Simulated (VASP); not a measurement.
# LiH: band structure with HSE06

LiH:

```
Li H
1.0
     0.00000    1.98602    1.98602
     1.98602    0.00000    1.98602
     1.98602    1.98602    0.00000
Li H
1 1
Direct
  0.00000 0.00000 0.00000
  0.50000 0.50000 0.50000
```

| Item | Value |
| --- | --- |
| Program | VASP 6.6.1 |
| Task | band structure |
| Functional | HSE06 |
| Potentials or basis | VASP PAW PBE potentials, release 64 (Li_sv, H) |
| Cutoff | 520 eV |
| k mesh | 8 × 8 × 8 |
| Occupations | gaussian, width 0.03 eV |
| Spin | no spin polarisation |
| Grid for exact exchange (PRECFOCK) | Fast |
| Screening parameter | 0.2 1/A |
| Further INCAR settings | ALGO = Normal; EDIFF = 1e-07; NBANDS = 9 |

```
Band gap on the k mesh  : 3.97 eV, direct
Band gap along the path : 3.97 eV, direct
```

Levels at points of the mesh, in eV from the valence-band top:
```tsv
k point	band 1	band 2	band 3	band 4	band 5	band 6
(0.00, 0.00, 0.00)	-47.27	-6.20	18.35	19.78	19.78	19.78
(0.50, 0.00, 0.00)	-47.21	-2.96	6.06	15.53	18.30	18.30
(0.50, 0.50, 0.00)	-47.20	0.00	3.97	12.34	12.34	15.48
```

Run time: 74 s on 4 MPI ranks on Intel(R) Xeon(R) Platinum 8488C (Sapphire Rapids) (shared host), peak memory 0.25 GiB a rank.
